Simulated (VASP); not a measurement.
Si, 2 atoms in the cell. The structure is hexagonal, space group P6_3/mmc (No. 194). Conventional cell: a = 2.651 Å, b = 2.651 Å, c = 4.542 Å, α = 90.00°, β = 90.00°, γ = 120.00°. Around Si (site symmetry -6m2) lie 12 Si at 2.65 to 2.74 Å. This isn't the form of Si at room conditions, which is diamond. The cell isn't the ideal one: cell and atoms relaxed tightly for response.

* Program: VASP 6.6.1
* Task: relaxation of cell and atoms
* Functional: LDA
* Potentials or basis: VASP PAW LDA potentials, release 64 (Si)
* Cutoff: 600 eV
* k mesh: 18 × 18 × 10
* Occupations: fermi-dirac, width 0.15 eV
* Spin: no spin polarisation
* Dipole correction: no
* Further INCAR settings: ALGO = Fast; EDIFF = 1e-06; IBRION = 2; EDIFFG = -0.001; NSW = 80; ISIF = 3

Potentials or basis: VASP PAW LDA potentials, release 64 (Si).

The run is started by

```bash
$ cat potpaw_LDA.64/Si/POTCAR > POTCAR
$ mpirun -np 1 vasp_std > vasp.out
```

Hardware: 1 thread of Intel(R) Xeon(R) Platinum 8259CL CPU @ 2.50GHz (Skylake/Cascade Lake) (shared host).

How long does it take, and how much memory?

Run time: 89 s on 1 thread of Intel(R) Xeon(R) Platinum 8259CL CPU @ 2.50GHz (Skylake/Cascade Lake), with other jobs on the host, peak memory 0.17 GiB. Counts: scf iterations 27, k points 222, ion steps 6.
